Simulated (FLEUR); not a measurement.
**PbO (Litharge) under changes of volume**

One of the cells (19.940 Å³/atom); the others are scaled copies at fixed shape and fractional positions:

```
CELL_PARAMETERS angstrom
3.99000 0.00000 0.00000
0.00000 3.99000 0.00000
0.00000 0.00000 5.01000
ATOMIC_POSITIONS crystal
Pb 0.50000 0.00000 0.76000
Pb 0.00000 0.50000 0.24000
O 0.50000 0.50000 0.00000
O 0.00000 0.00000 0.00000
```

- Program: FLEUR MaX-R8.1 (later development tree)
- Functional: PBEsol
- Potentials or basis: all-electron
- Basis: FLAPW
- Kmax: 4.62 1/bohr
- k mesh: 7 × 7 × 6
- Occupations: fermi-dirac, width 0.05 eV
- Spin: no spin polarisation

```csv
volume (Å³/atom),energy over the lowest point (meV/atom),gap on the mesh (eV)
18.744,13.86,1.26
19.142,?,?
19.541,0.00,1.33
19.940,0.26,1.36
20.339,4.32,1.39
20.738,11.98,1.42
21.136,22.85,1.44
```

Q: What does the run at 19.142 Å³/atom give?

A: Energy over the lowest point 4.52 meV/atom; gap on the mesh 1.30 eV.

Worked out: A Birch-Murnaghan fit of order 3 (a polynomial in V^(-2/3)) to the other rows has its minimum at 19.73 Å³/atom with B0 = V·E''(V) = 85 GPa and B' = 4.9 at fixed shape and positions, which overstates the stiffness. It gives 4.42 meV/atom at 19.142 Å³/atom, against the run's 4.52. A straight line through the other rows of the gap, of slope 1.51 eV per unit of ln V, gives 1.30 eV, against the run's 1.30.

Energies are extrapolated to zero smearing.

Caveats: spin-orbit coupling is left out, which as a rule narrows the gap of such compounds by several tenths of an eV; an odd mesh through Γ misses points on the zone boundary, where band edges often lie.
